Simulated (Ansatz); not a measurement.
# SiGe3: relaxing cell and atoms and single point, part 1 of 2

Aim: for SiGe3, 2 runs in a chain (relaxing cell and atoms and single point).

Program: Ansatz 0.2.0. Level of theory: DFT PBEsol, scalar-relativistic, plane waves, PAW, and further levels as typed in the inputs. These are calculated values, not measurements.

**1. The starting structure**

Symmetry: Cm, No. 8, monoclinic system. Conventional cell: a = 13.659 Å, b = 7.886 Å, c = 6.512 Å, α = 90.00°, β = 90.00°, γ = 90.00°. Around Ge (site symmetry 1) lie 2 Ge at 2.42 Å and 2 Si at 2.42 to 2.44 Å. Around Ge (site symmetry m) lie 4 Ge at 2.42 to 2.44 Å. Ge (site symmetry m) has 3 Ge at 2.42 to 2.44 Å and 1 Si at 2.42 Å as nearest neighbours. Around Si (site symmetry m) lie 2 Si at 2.42 Å and 2 Ge at 2.42 to 2.44 Å. Ge (site symmetry m) has 3 Si at 2.42 to 2.44 Å and 1 Ge at 2.42 Å as nearest neighbours. Around Ge (site symmetry 1) lie 3 Ge at 2.42 to 2.44 Å and 1 Si at 2.42 Å. Ge (site symmetry m) has 3 Ge at 2.42 Å and 1 Si at 2.44 Å as nearest neighbours. Si (site symmetry m) has 4 Ge at 2.42 to 2.44 Å as nearest neighbours. Only part of the 12 independent sites is listed.

As a file:

```cif
data_structure
_symmetry_space_group_name_H-M 'Cm'
_symmetry_Int_Tables_number 8
_cell_length_a 13.6590
_cell_length_b 7.8860
_cell_length_c 6.5122
_cell_angle_alpha 90.000
_cell_angle_beta 90.000
_cell_angle_gamma 90.000
_cell_volume 701.46
loop_
_atom_site_label
_atom_site_type_symbol
_atom_site_symmetry_multiplicity
_atom_site_Wyckoff_symbol
_atom_site_fract_x
_atom_site_fract_y
_atom_site_fract_z
_atom_site_occupancy
Ge1 Ge 4 b 0.41667 0.75000 0.93750 1
Ge2 Ge 2 a 0.16667 0.50000 0.93750 1
Ge3 Ge 2 a 0.16667 0.00000 0.93750 1
Si1 Si 2 a 0.33333 0.50000 0.43750 1
Ge4 Ge 2 a 0.33333 0.00000 0.43750 1
Ge5 Ge 4 b 0.08333 0.25000 0.43750 1
Ge6 Ge 2 a 0.33333 0.50000 0.06250 1
Si2 Si 2 a 0.33333 0.00000 0.06250 1
Ge7 Ge 4 b 0.08333 0.25000 0.06250 1
Si3 Si 4 b 0.41667 0.75000 0.56250 1
Ge8 Ge 2 a 0.16667 0.50000 0.56250 1
Ge9 Ge 2 a 0.16667 0.00000 0.56250 1
```

**2. Relaxing cell and atoms: SiGe3, no spin**

File input.yaml:

```yaml
crystal:
  lattice:
    - [7.886, 0.0, 0.0]
    - [-3.943, 6.8294763342, 0.0]
    - [0.0, 0.0, 6.5122]
  atoms:
    - { symbol: Ge, position: [0.1666666667, 0.3333333333, 0.0625] }
    - { symbol: Ge, position: [0.1666666667, 0.8333333333, 0.0625] }
    - { symbol: Ge, position: [0.6666666667, 0.3333333333, 0.0625] }
    - { symbol: Ge, position: [0.6666666667, 0.8333333333, 0.0625] }
    - { symbol: Si, position: [0.3333333333, 0.1666666667, 0.5625] }
    - { symbol: Ge, position: [0.3333333333, 0.6666666667, 0.5625] }
    - { symbol: Ge, position: [0.8333333333, 0.1666666667, 0.5625] }
    - { symbol: Ge, position: [0.8333333333, 0.6666666667, 0.5625] }
    - { symbol: Ge, position: [0.3333333333, 0.1666666667, 0.9375] }
    - { symbol: Si, position: [0.3333333333, 0.6666666667, 0.9375] }
    - { symbol: Ge, position: [0.8333333333, 0.1666666667, 0.9375] }
    - { symbol: Ge, position: [0.8333333333, 0.6666666667, 0.9375] }
    - { symbol: Si, position: [0.1666666667, 0.3333333333, 0.4375] }
    - { symbol: Si, position: [0.1666666667, 0.8333333333, 0.4375] }
    - { symbol: Ge, position: [0.6666666667, 0.3333333333, 0.4375] }
    - { symbol: Ge, position: [0.6666666667, 0.8333333333, 0.4375] }
scf:
  occupations: { method: gaussian, width: 0.01 }
output:
  forces: true
  stress: true
hamiltonian:
  xc: pbesol
kpoints:
  mp_grid: { grid: [5, 5, 6] }
relax:
  f_tol: 0.002
  cell: { stress_tol: 0.03 }
```

The run is started by

```sh
$ ansatz run input.yaml --threads 16 --pin off --max-ram 40960MiB --backend cpu --events-out ev --progress --plain --runs-dir out
```

The program printed:

```text
Warning: RAYON_NUM_THREADS=16 ignored (pool sized by the plan → 16); use --threads N
Engine: ansatz 0.2.0, aarch64-unknown-linux-gnu
Pseudopotentials: kind: paw
Pseudopotential: Ge, paw, valence charge 14, recommended cutoff 420 eV (normal), Ge.paw.azcp
Pseudopotential: Si, paw, valence charge 4, recommended cutoff 420 eV (normal), Si.paw.azcp
Functional definition: PBEsol
  exchange = pbesol_x
  correlation = pbesol_c
Crystal: 16 atoms, lattice volume = 350.729 Å³
Basis set: ecut = 420 eV, 6831 PW (Γ), exchange–correlation on 108×108×90 points (8 copies of the dense FFT grid, shifted against one another)
Bands: 111, of which v1, the nominal top of the filled ones, is band 92 counted from 1 (91 counted from 0)
Symmetry: 2 space group operations
Space group: Cm (ITA 8), of the structure as read, at distance tolerance 7.1e-5 Å
k-points: 48 of 150 (time reversal used)
Non-local potential: Ge, projectors of the file, l = 0: 2, l = 1: 2, l = 2: 3, l = 3: 1
Non-local potential: Si, projectors of the file, l = 0: 2, l = 1: 2, l = 2: 2
PAW form: soft (Blöchl's): semilocal exchange-correlation on the pseudo side does not see the compensation charge
PAW frozen core: Ge, regenerated for the run's functional, and the local potential with it (the file was generated under x = pbe(κ = 0.804, μ = 0.2195149727645171), c = pbe(β = 0.06672455060314922))
PAW frozen core: Si, regenerated for the run's functional, and the local potential with it (the file was generated under x = pbe(κ = 0.804, μ = 0.2195149727645171), c = pbe(β = 0.06672455060314922))
PAW one-centre angular grid: Ge, 590 points (default); XC on 64 Gauss nodes
PAW one-centre angular grid: Si, 110 points (default); XC on 64 Gauss nodes
Initial density: superposition of atomic densities (neutral atoms: chi_scale 0, normalization atom), corrected by the library's trained network
Initial wavefunctions: pseudopotential atomic-orbital guess
Functional: x = pbesol(κ = 0.804, μ = 0.12345679012345678), c = pbesol(β = 0.046)
SCF iter   1: F=—  HF=-53527.474214 eV  |F-HF|=—  |Δ(HF+E_count)|=         —  Δρ=2.38e-3  dr2=2.55e-2  ethr=1.77e-3  ⟨swp⟩=6.0  Hψ=19652  notcnv=0  defer=67
preconditioner: auto → Resta (q_TF=auto, 2.450 Å⁻¹)  ε∞=2.7  [insulator: Δε(μ)=0.027 eV  Ē_g=20.745 eV  σ=0.010 eV  W_gap=0.95  n_scr=82 (ndim 8)  ℏωp=26.9 eV  f_vac=0.039  D(μ)=0.27/eV (n_scr^D=0)  ε∞_Penn≈2.7]
SCF iter   2: F=—  HF=-53527.460327 eV  |F-HF|=—  |Δ(HF+E_count)|=   1.39e-2  Δρ=1.36e-3  dr2=7.34e-3  ethr=1.39e-5  ⟨swp⟩=2.8  Hψ=8774  notcnv=0  defer=609
SCF iter   3: F=—  HF=-53527.459743 eV  |F-HF|=—  |Δ(HF+E_count)|=   5.84e-4  Δρ=4.29e-4  dr2=5.55e-4  ethr=3.99e-6  ⟨swp⟩=2.0  Hψ=9438  notcnv=0  defer=609
SCF iter   4: F=—  HF=-53527.459331 eV  |F-HF|=—  |Δ(HF+E_count)|=   4.13e-4  Δρ=1.25e-4  dr2=8.71e-5  ethr=3.02e-7  ⟨swp⟩=2.0  Hψ=9135  notcnv=0  defer=609
SCF iter   5: F=—  HF=-53527.459263 eV  |F-HF|=—  |Δ(HF+E_count)|=   6.71e-5  Δρ=4.26e-5  dr2=9.21e-6  ethr=4.73e-8  ⟨swp⟩=2.4  Hψ=8183  notcnv=0  defer=609
SCF iter   6: F=—  HF=-53527.459272 eV  |F-HF|=—  |Δ(HF+E_count)|=   8.43e-6  Δρ=1.10e-5  dr2=5.08e-7  ethr=5.00e-9  ⟨swp⟩=2.0  Hψ=9135  notcnv=0  defer=609
SCF iter   7: F=-53527.459272 eV  HF=-53527.459272 eV  |F-HF|=4.11e-8  |Δ(HF+E_count)|=   2.89e-7  Δρ=4.26e-6  dr2=7.50e-8  ethr=5.43e-11  ⟨swp⟩=4.0  Hψ=18769  notcnv=0
SCF 1 converged in 7 iterations: F = -53527.459272 eV  dr2 = 7.50e-8
relax step   1: F+E_penalty+E_count = -53527.45927214 eV  Δ(F+E_penalty+E_count) = +0.000e0 eV  max|allowed force component| = 4.834e-1 eV/Å  Δτ_max = 0.0000 Å  P = +0.291 GPa  Ω = 350.729 Å³  (7 SCF iters, dr2 threshold 1.00e-7 eV, accepted)
Crystal: 16 atoms, lattice volume = 351.856 Å³
Initial density: handed on by an earlier stage of this run
Initial wavefunctions: those handed on with the density
iter 1 solved again at ethr=9.22e-6 eV; its pass at ethr=3.10e-3 eV (dr2=1.70e-2 eV) is discarded
SCF iter   1: F=—  HF=-53527.554428 eV  |F-HF|=—  |Δ(HF+E_count)|=         —  Δρ=2.91e-3  dr2=1.79e-2  ethr=9.22e-6  ⟨swp⟩=3.9  Hψ=21180  notcnv=0
preconditioner: auto → Resta (q_TF=auto, 2.449 Å⁻¹)  ε∞=2.7  [insulator: Δε(μ)=0.014 eV  Ē_g=20.748 eV  σ=0.010 eV  W_gap=0.68  n_scr=82 (ndim 8)  ℏωp=26.9 eV  f_vac=0.035  D(μ)=0.91/eV (n_scr^D=0)  ε∞_Penn≈2.7]
SCF iter   2: F=—  HF=-53527.551685 eV  |F-HF|=—  |Δ(HF+E_count)|=   2.74e-3  Δρ=1.55e-3  dr2=4.55e-3  ethr=9.22e-6  ⟨swp⟩=3.2  Hψ=7177  notcnv=0
SCF iter   3: F=—  HF=-53527.551138 eV  |F-HF|=—  |Δ(HF+E_count)|=   5.47e-4  Δρ=2.15e-4  dr2=1.58e-4  ethr=2.47e-6  ⟨swp⟩=2.7  Hψ=9400  notcnv=0
SCF iter   4: F=—  HF=-53527.551086 eV  |F-HF|=—  |Δ(HF+E_count)|=   5.25e-5  Δρ=7.05e-5  dr2=1.80e-5  ethr=8.61e-8  ⟨swp⟩=2.0  Hψ=9745  notcnv=0
SCF iter   5: F=—  HF=-53527.551078 eV  |F-HF|=—  |Δ(HF+E_count)|=   8.00e-6  Δρ=2.58e-5  dr2=2.18e-6  ethr=9.76e-9  ⟨swp⟩=2.0  Hψ=9744  notcnv=0
SCF iter   6: F=-53527.551079 eV  HF=-53527.551079 eV  |F-HF|=8.52e-8  |Δ(HF+E_count)|=   1.45e-6  Δρ=5.60e-6  dr2=2.37e-7  ethr=8.70e-10  ⟨swp⟩=4.0  Hψ=15280  notcnv=0
SCF 2 converged in 6 iterations: F = -53527.551079 eV  dr2 = 2.37e-7
relax step   2: F+E_penalty+E_count = -53527.55107923 eV  Δ(F+E_penalty+E_count) = -9.181e-2 eV  max|allowed force component| = 9.895e-2 eV/Å  Δτ_max = 0.0467 Å  P = -0.026 GPa  Ω = 351.856 Å³  energy of the carried Pulay correction = -1.721e-4 eV  (6 SCF iters, dr2 threshold 1.60e-6 eV, accepted)
Crystal: 16 atoms, lattice volume = 351.797 Å³
Basis set: ecut = 420 eV, 6855 PW (Γ), exchange–correlation on 108×108×90 points (8 copies of the dense FFT grid, shifted against one another)
iter 1 solved again at ethr=4.21e-7 eV; its pass at ethr=3.10e-3 eV (dr2=7.75e-4 eV) is discarded
SCF iter   1: F=—  HF=-53527.553570 eV  |F-HF|=—  |Δ(HF+E_count)|=         —  Δρ=5.75e-4  dr2=8.76e-4  ethr=4.21e-7  ⟨swp⟩=3.6  Hψ=22365  notcnv=0  defer=1
preconditioner: auto → Resta (q_TF=auto, 2.449 Å⁻¹)  ε∞=2.7  [insulator: Δε(μ)=0.017 eV  Ē_g=20.747 eV  σ=0.010 eV  W_gap=0.76  n_scr=82 (ndim 8)  ℏωp=26.9 eV  f_vac=0.034  D(μ)=0.75/eV (n_scr^D=0)  ε∞_Penn≈2.7]
SCF iter   2: F=—  HF=-53527.553399 eV  |F-HF|=—  |Δ(HF+E_count)|=   1.72e-4  Δρ=2.96e-4  dr2=1.88e-4  ethr=4.21e-7  ⟨swp⟩=2.0  Hψ=6239  notcnv=0
SCF iter   3: F=—  HF=-53527.553338 eV  |F-HF|=—  |Δ(HF+E_count)|=   6.11e-5  Δρ=4.99e-5  dr2=7.43e-6  ethr=1.02e-7  ⟨swp⟩=2.3  Hψ=7337  notcnv=0
SCF iter   4: F=—  HF=-53527.553335 eV  |F-HF|=—  |Δ(HF+E_count)|=   2.22e-6  Δρ=1.61e-5  dr2=8.75e-7  ethr=4.04e-9  ⟨swp⟩=2.0  Hψ=9745  notcnv=0
SCF iter   5: F=-53527.553335 eV  HF=-53527.553335 eV  |F-HF|=8.02e-9  |Δ(HF+E_count)|=   6.50e-7  Δρ=5.01e-6  dr2=9.50e-8  ethr=3.33e-10  ⟨swp⟩=4.0  Hψ=15890  notcnv=0
SCF 3 converged in 5 iterations: F = -53527.553335 eV  dr2 = 9.50e-8
relax step   3: F+E_penalty+E_count = -53527.55333470 eV  Δ(F+E_penalty+E_count) = -2.255e-3 eV  max|allowed force component| = 1.726e-2 eV/Å  Δτ_max = 0.0144 Å  P = +0.005 GPa  Ω = 351.797 Å³  energy of the carried Pulay correction = -1.630e-4 eV  (5 SCF iters, dr2 threshold 6.12e-7 eV, accepted)
Crystal: 16 atoms, lattice volume = 351.808 Å³
Basis set: ecut = 420 eV, 6843 PW (Γ), exchange–correlation on 108×108×90 points (8 copies of the dense FFT grid, shifted against one another)
iter 1 solved again at ethr=1.50e-8 eV; its pass at ethr=3.10e-3 eV (dr2=2.75e-5 eV) is discarded
SCF iter   1: F=—  HF=-53527.553525 eV  |F-HF|=—  |Δ(HF+E_count)|=         —  Δρ=1.08e-4  dr2=3.65e-5  ethr=1.50e-8  ⟨swp⟩=3.4  Hψ=20851  notcnv=0
preconditioner: auto → Kerker (q_TF=auto, 2.449 Å⁻¹)  [metal: Δε(μ)=0.005 eV  Ē_g=20.748 eV  σ=0.010 eV  W_gap=0.28  n_scr=82 (ndim 8)  ℏωp=26.9 eV  f_vac=0.034  D(μ)=1.41/eV (n_scr^D=0)]
SCF iter   2: F=—  HF=-53527.553423 eV  |F-HF|=—  |Δ(HF+E_count)|=   1.02e-4  Δρ=6.48e-5  dr2=1.59e-5  ethr=1.50e-8  ⟨swp⟩=1.0  Hψ=5328  notcnv=0
SCF iter   3: F=—  HF=-53527.553493 eV  |F-HF|=—  |Δ(HF+E_count)|=   6.94e-5  Δρ=9.52e-6  dr2=4.91e-7  ethr=8.64e-9  ⟨swp⟩=2.0  Hψ=6833  notcnv=0
SCF iter   4: F=—  HF=-53527.553493 eV  |F-HF|=—  |Δ(HF+E_count)|=   2.84e-8  Δρ=4.53e-6  dr2=8.34e-8  ethr=2.67e-10  ⟨swp⟩=2.0  Hψ=9745  notcnv=0
SCF iter   5: F=—  HF=-53527.553492 eV  |F-HF|=—  |Δ(HF+E_count)|=   4.35e-8  Δρ=1.96e-6  dr2=2.71e-8  ethr=1.01e-11  ⟨swp⟩=4.0  Hψ=17011  notcnv=0
SCF iter   6: F=-53527.553492 eV  HF=-53527.553492 eV  |F-HF|=2.26e-9  |Δ(HF+E_count)|=   1.07e-9  Δρ=6.78e-7  dr2=5.50e-9  ethr=1.01e-11  ⟨swp⟩=4.0  Hψ=15412  notcnv=0
SCF 4 converged in 6 iterations: F = -53527.553492 eV  dr2 = 5.50e-9
relax step   4: F+E_penalty+E_count = -53527.55349247 eV  Δ(F+E_penalty+E_count) = -1.578e-4 eV  max|allowed force component| = 5.217e-3 eV/Å  Δτ_max = 0.0014 Å  P = -0.003 GPa  Ω = 351.808 Å³  energy of the carried Pulay correction = -1.647e-4 eV  (6 SCF iters, dr2 threshold 1.86e-8 eV, accepted)
Crystal: 16 atoms, lattice volume = 351.793 Å³
iter 1 solved again at ethr=1.77e-9 eV; its pass at ethr=3.10e-3 eV (dr2=3.25e-6 eV) is discarded
SCF iter   1: F=—  HF=-53527.553601 eV  |F-HF|=—  |Δ(HF+E_count)|=         —  Δρ=4.40e-5  dr2=3.73e-6  ethr=1.77e-9  ⟨swp⟩=3.0  Hψ=20315  notcnv=0
preconditioner: auto → Kerker (q_TF=auto, 2.449 Å⁻¹)  [metal: Δε(μ)=0.006 eV  Ē_g=20.748 eV  σ=0.010 eV  W_gap=0.33  n_scr=82 (ndim 8)  ℏωp=26.9 eV  f_vac=0.034  D(μ)=1.37/eV (n_scr^D=0)]
SCF iter   2: F=—  HF=-53527.553506 eV  |F-HF|=—  |Δ(HF+E_count)|=   9.54e-5  Δρ=2.56e-5  dr2=1.57e-6  ethr=1.77e-9  ⟨swp⟩=1.0  Hψ=5328  notcnv=0
SCF iter   3: F=—  HF=-53527.553505 eV  |F-HF|=—  |Δ(HF+E_count)|=   3.45e-7  Δρ=3.26e-6  dr2=9.49e-8  ethr=8.55e-10  ⟨swp⟩=2.0  Hψ=6541  notcnv=0
SCF iter   4: F=—  HF=-53527.553505 eV  |F-HF|=—  |Δ(HF+E_count)|=   1.21e-8  Δρ=1.77e-6  dr2=3.36e-8  ethr=5.16e-11  ⟨swp⟩=2.0  Hψ=9738  notcnv=0
SCF iter   5: F=—  HF=-53527.553505 eV  |F-HF|=—  |Δ(HF+E_count)|=   1.13e-8  Δρ=8.52e-7  dr2=1.18e-8  ethr=1.83e-11  ⟨swp⟩=2.0  Hψ=9677  notcnv=0
SCF iter   6: F=-53527.553505 eV  HF=-53527.553505 eV  |F-HF|=8.73e-10  |Δ(HF+E_count)|=   2.66e-9  Δρ=3.48e-7  dr2=1.52e-9  ethr=1.00e-12  ⟨swp⟩=3.0  Hψ=17548  notcnv=0
SCF 5 converged in 6 iterations: F = -53527.553505 eV  dr2 = 1.52e-9
relax step   5: F+E_penalty+E_count = -53527.55350532 eV  Δ(F+E_penalty+E_count) = -1.285e-5 eV  max|allowed force component| = 9.103e-4 eV/Å  Δτ_max = 0.0008 Å  P = +0.000 GPa  Ω = 351.793 Å³  energy of the carried Pulay correction = -1.625e-4 eV  (6 SCF iters, dr2 threshold 1.70e-9 eV, accepted)
Initial wavefunctions: pseudopotential atomic-orbital guess (no wavefunctions were taken with the density)
iter 1 solved again at ethr=2.27e-7 eV; its pass at ethr=3.10e-3 eV (dr2=4.18e-4 eV) is discarded
SCF iter   1: F=—  HF=-53527.548652 eV  |F-HF|=—  |Δ(HF+E_count)|=         —  Δρ=4.18e-4  dr2=1.39e-5  ethr=2.27e-7  ⟨swp⟩=4.2  Hψ=32097  notcnv=0
preconditioner: auto → Kerker (q_TF=auto, 2.449 Å⁻¹)  [metal: Δε(μ)=0.006 eV  Ē_g=20.749 eV  σ=0.010 eV  W_gap=0.31  n_scr=82 (ndim 8)  ℏωp=26.9 eV  f_vac=0.034  D(μ)=1.39/eV (n_scr^D=0)]
SCF iter   2: F=—  HF=-53527.552445 eV  |F-HF|=—  |Δ(HF+E_count)|=   3.79e-3  Δρ=2.12e-4  dr2=3.25e-6  ethr=7.53e-9  ⟨swp⟩=2.0  Hψ=6979  notcnv=0
SCF iter   3: F=—  HF=-53527.553665 eV  |F-HF|=—  |Δ(HF+E_count)|=   1.22e-3  Δρ=9.95e-6  dr2=3.67e-8  ethr=1.76e-9  ⟨swp⟩=2.0  Hψ=6827  notcnv=0
SCF iter   4: F=—  HF=-53527.553668 eV  |F-HF|=—  |Δ(HF+E_count)|=   2.54e-6  Δρ=1.43e-6  dr2=1.02e-8  ethr=1.99e-11  ⟨swp⟩=2.0  Hψ=9744  notcnv=0
SCF iter   5: F=—  HF=-53527.553668 eV  |F-HF|=—  |Δ(HF+E_count)|=  9.09e-10  Δρ=8.33e-7  dr2=5.69e-9  ethr=5.52e-12  ⟨swp⟩=2.0  Hψ=8621  notcnv=0
SCF iter   6: F=—  HF=-53527.553668 eV  |F-HF|=—  |Δ(HF+E_count)|=   4.11e-9  Δρ=1.86e-7  dr2=2.02e-10  ethr=3.09e-12  ⟨swp⟩=2.0  Hψ=6865  notcnv=0
SCF iter   7: F=-53527.553668 eV  HF=-53527.553668 eV  |F-HF|=1.46e-11  |Δ(HF+E_count)|=  1.75e-10  Δρ=8.64e-8  dr2=4.32e-11  ethr=1.00e-12  ⟨swp⟩=4.0  Hψ=15890  notcnv=0
SCF 6 converged in 7 iterations: F = -53527.553668 eV  dr2 = 4.32e-11
relax step   6: F+E_penalty+E_count = -53527.55366804 eV  Δ(F+E_penalty+E_count) = -1.627e-4 eV  max|allowed force component| = 9.088e-4 eV/Å  Δτ_max = 0.0000 Å  P = +0.000 GPa  Ω = 351.793 Å³  stress off target by 6.13e-3 GPa  SCF on the basis re-selected at this cell (its energy is not comparable with the rows above)  (7 SCF iters)
basis re-selected at this cell: Δ(F+E_penalty+E_count) = -1.627e-4 eV, ΔP = +0.000 GPa vs the last step (what re-selecting the basis moved, of the pressure what is left beyond the Pulay correction that the steps carried, after the strain that the cell walked since its last selection, with what the two solves' SCF thresholds leave and, on support functions, any second-order correction that the steps lacked; it is no measure of the basis error at this ecutwfc). This SCF's stress stands 6.13e-3 GPa from its target on what of the cell is left free (relax.cell.stress_tol is 3.00e-2 GPa) and its largest allowed force component is 9.09e-4 eV/Å (relax.f_tol is 2.00e-3 eV/Å): within both
SCF converged after 7 iterations
Free energy (F): -53527.553668 eV
Harris-Foulkes:  -53527.553668 eV  (|F-HF|=1.46e-11)
Internal energy: -53527.553599 eV  (E = F + TS)
E sigma→0 (E₀):  -53527.553634 eV
Entropy (-TS):   -0.000069 eV (-0.004 meV/atom)
Fermi energy:    8.133383 eV
--- Per-component energies (eV) ---
  E_band       = -1839.551151
  E_kinetic    = 1499.823396
  E_local      = -32026.230394  (includes V_loc(G=0)·N_el)
  E_nonlocal   = 5148.252063
  E_hartree    = 14138.908027
  E_xc         = -1118.298925
  E_vxc        = -964.200196  (∫ρ·V_xc dr)
  E_paw        = -25747.882748  (= ΣΔE_a)
  E_vpaw       = -3775.014702  (= ΣTr[D̂ρ^β])
  E_aug_tail   = 0.003603  (compensation charges beyond the density's cutoff)
  E_ewald      = -15433.270099
  E_core_change = 11.141477  (= ΣΔE_core)
  E_smearing   = -0.000069  (= −TS)
  E_closure    = 0.000000  (closes the sum)
  Σ components = -53527.553668   (vs F -53527.553668, Δ=0.00e0)
--- Forces (eV/Å), atoms counted from 1 ---
  atom   1  Ge    -0.00004570    -0.00014961    -0.00004531
  atom   2  Ge    -0.00015241     0.00003523    -0.00004531
  atom   3  Ge    -0.00061908    -0.00035742     0.00014014
  atom   4  Ge    -0.00008756    -0.00005055    -0.00003202
  atom   5  Si     0.00039221     0.00022644    -0.00051374
  atom   6  Ge    -0.00015794    -0.00009119    -0.00024843
  atom   7  Ge     0.00028166     0.00010771     0.00018230
  atom   8  Ge     0.00023411     0.00019007     0.00018230
  atom   9  Ge    -0.00003977    -0.00002296    -0.00024215
  atom  10  Si     0.00090884     0.00052472     0.00003727
  atom  11  Ge     0.00008199     0.00013705    -0.00003324
  atom  12  Ge     0.00015969     0.00000248    -0.00003324
  atom  13  Si    -0.00032283    -0.00038144     0.00027910
  atom  14  Si    -0.00049175    -0.00008886     0.00027910
  atom  15  Ge     0.00004593     0.00002652     0.00006502
  atom  16  Ge    -0.00018737    -0.00010818     0.00002840
  max |Σ_I F_I| component: 1.66e-7 eV/Å
--- Stress (GPa, compression-positive) ---
        0.003180       0.005092      -0.000173
        0.005092      -0.002700      -0.000100
       -0.000173      -0.000100       0.000986
  P = ⅓ Tr σ = 0.0005 GPa (0.005 kbar)
--- Relaxed structure (5 steps of the walk, 5 accepted, 1 SCFs on fresh bases) ---
  F+E_penalty+E_count = -53527.55366804 eV   max|allowed force component| = 9.088e-4 eV/Å   (the final SCF, on the basis selected at the relaxed cell)
  cell:  # Å, volume = 351.7931 Å³
    - [7.895756805509751, 0.0013720713641440418, -0.0005870499722274238]
    - [-3.946690154097722, 6.835867868629095, -7.589415207398531e-19]
    - [-0.0004847814898739029, -0.00027988872367684653, 6.517128611484347]
  atoms:
    - { symbol: Ge, position: [0.17024893923282072, 0.3375828811619492, 0.06787921928157924] }
    - { symbol: Ge, position: [0.17024893923282067, 0.8326660580708712, 0.06787921928157924] }
    - { symbol: Ge, position: [0.6647898024014776, 0.33239490120073883, 0.06044270297365618] }
    - { symbol: Ge, position: [0.6617282675503168, 0.8308641337751583, 0.060371840970439225] }
    - { symbol: Si, position: [0.3285475629854506, 0.16427378149272528, 0.5589335774939237] }
    - { symbol: Ge, position: [0.32816594322241444, 0.664082971611207, 0.5676336232826171] }
    - { symbol: Ge, position: [0.8382917014687513, 0.16907017940674854, 0.5601773989935892] }
    - { symbol: Ge, position: [0.8382917014687514, 0.6692215220620025, 0.5601773989935892] }
    - { symbol: Ge, position: [0.3313899096992303, 0.16569495484961516, 0.9300505139919576] }
    - { symbol: Si, position: [0.3317326555771833, 0.6658663277885917, 0.9387268204389471] }
    - { symbol: Ge, position: [0.8353138930856988, 0.1676567853296435, 0.9373647612311832] }
    - { symbol: Ge, position: [0.8353138930856987, 0.6676571077560551, 0.9373647612311832] }
    - { symbol: Si, position: [0.16976782749118413, 0.3326382288885307, 0.4388944647957043] }
    - { symbol: Si, position: [0.1697678274911841, 0.8371295986026532, 0.4388944647957043] }
    - { symbol: Ge, position: [0.6617553609681774, 0.3308776804840888, 0.43765146718812076] }
    - { symbol: Ge, position: [0.66464577503884, 0.8323228875194197, 0.4375577650562275] }
```

It took 2.2 min on 16 threads of Arm Neoverse N1, shared host; peak memory 3.5 GiB.

Step by step:

```
step  E - E(step 1) (eV/cell)  largest force component (eV/Å)  pressure (GPa)  volume (Å³)
   1                   0.0000                          0.4834            0.29       350.73
   2                  -0.0918                          0.0990           -0.03       351.86
   3                  -0.0941                          0.0173            0.01       351.80
   4                  -0.0942                          0.0052            0.00       351.81
   5                  -0.0942                          0.0009            0.00       351.79
   6                  -0.0944                          0.0009            0.00       351.79
```

Step 1 is the start. Step 6 repeats the geometry before it on a plane-wave basis chosen anew for that cell, so its energy need not be comparable with the rows above.

Lengths and angles in the start's conventional setting:

|  | before | after | change |
| --- | --- | --- | --- |
| a (Å) | 13.659 | 13.677 | +0.1 % |
| b (Å) | 7.886 | 7.893 | +0.1 % |
| c (Å) | 6.512 | 6.517 | +0.1 % |
| volume (Å³/atom) | 21.92 | 21.99 | +0.3 % |
| shortest distance (Å) | 2.418 | 2.370 | -2.0 % |
| space group (0.01 Å) | Cm | Cm | same |

Forces and stress were held to the start's 2 operations: a distortion of lower symmetry was not tested.

(Continued in part 2 of 2.)
